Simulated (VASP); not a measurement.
Input of a VASP 6.6.1 run:

The input POSCAR:

```
SiO2
1.0
   -2.4772904627      2.4772904627      3.6556712422
    2.4772904627     -2.4772904627      3.6556712422
    2.4772904627      2.4772904627     -3.6556712422
Si O
2 4
Direct
    0.7500000000      0.2500000000      0.5000000000
    0.0000000000      0.0000000000      0.0000000000
    0.8750000000      0.0282138700      0.6532138700
    0.7782138700      0.1250000000      0.1532138700
    0.9717861300      0.6250000000      0.8467861300
    0.3750000000      0.2217861300      0.3467861300
```

File INCAR.step1:

```
SYSTEM = SiO2
ALGO = Normal ; EDIFF = 1E-8
ENCUT = 500 ; ISMEAR = 0
KPAR = 4 ; LASPH = .True.
LCHARG = .False. ; LREAL = .False.
LWAVE = .True. ; NELM = 60
PREC = Accurate ; SIGMA = 0.01
```

The input INCAR.step2:

```
SYSTEM = SiO2
ALGO = Exact ; EDIFF = 1E-8
ENCUT = 500 ; ISMEAR = 0
ISTART = 1 ; KPAR = 4
LASPH = .True. ; LCHARG = .False.
LOPTICS = .True. ; LREAL = .False.
LWAVE = .True. ; NBANDS = 390
NELM = 1 ; PREC = Accurate
SIGMA = 0.01
```

Contents of INCAR.step3:

```
SYSTEM = SiO2
ALGO = EVGW0 ; EDIFF = 1E-8
ENCUT = 500 ; ENCUTGW = 150
ISMEAR = 0 ; ISTART = 1
KPAR = 4 ; LASPH = .True.
LCHARG = .False. ; LREAL = .False.
LWAVE = .False. ; NBANDS = 390
NBANDSGW = 24 ; NELMGW = 1
NOMEGA = 50 ; PREC = Accurate
PRECFOCK = Fast ; SIGMA = 0.01
```

File KPOINTS:

```
k-points
0
Gamma
  4 4 4
  0 0 0
```

Potentials or basis: VASP PAW LDA potentials, release 64 (Si_GW, O_GW).

Run with:

```console
$ cat potpaw_LDA.64/Si_GW/POTCAR potpaw_LDA.64/O_GW/POTCAR > POTCAR
$ cp INCAR.step1 INCAR
$ mpirun -np 4 vasp_std > vasp.out
$ cp INCAR.step2 INCAR
$ mpirun -np 4 vasp_std > vasp.out
$ cp INCAR.step3 INCAR
$ mpirun -np 4 vasp_std > vasp.out
```

Predict the quasiparticle gap.

8.91 eV.

Estimate the least direct quasiparticle gap.

8.91 eV.

Estimate the band gap on the k mesh, mean-field level.

5.71 eV, direct.

Caveat: the k mesh is coarse (spacing up to 0.45 Å⁻¹), so the values aren't converged; bands, screening cutoff and mesh are small and nothing is extrapolated, so the quasiparticle values aren't converged.
